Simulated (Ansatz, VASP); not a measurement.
**Two plane-wave programs on Al**

```
Al
1.0
     0.00000   -3.21288    0.00000
    -3.21288    0.00000    0.00000
     0.00000    0.00000   -3.21288
Al
2
Direct
  0.50001 0.50000 0.50000
  0.99999 0.00000 0.00000
```

Change from the starting cell: atom 1 moved 0.06 Å; relaxed back.

Alike in both runs: functional PBEsol; k mesh 10 × 10 × 10; occupations gaussian, width 0.15 eV; no spin polarisation.

Ansatz relaxed the structure, and its values are those at the end. VASP's run is a single point on that final structure, the one shown.

|  | VASP | Ansatz |
| --- | --- | --- |
| version | VASP 6.6.1 | Ansatz 0.2.0 |
| potentials or method | VASP PAW PBE potentials, release 64 (Al) | scalar-relativistic, plane waves, PAW |
| plane-wave cutoff (eV) | 520 | 420 |
| valence electrons in the cell | 6 | 6 |

|  | VASP | Ansatz | Ansatz less VASP |
| --- | --- | --- | --- |
| gap on the k mesh at the Fermi level (eV) | none | none | - |
| pressure (GPa) | 0.4 | 0.3 | -0.06 |

A gap of «none» marks a metal or a gap that the smearing closes. With one functional, cell and mesh, what is left measures potentials, basis and numerics. Ansatz warned: «stress_scf_threshold_loose».

Caveats: the PAW data sets were made with another functional, which shifts forces and pressure a little (VASP).
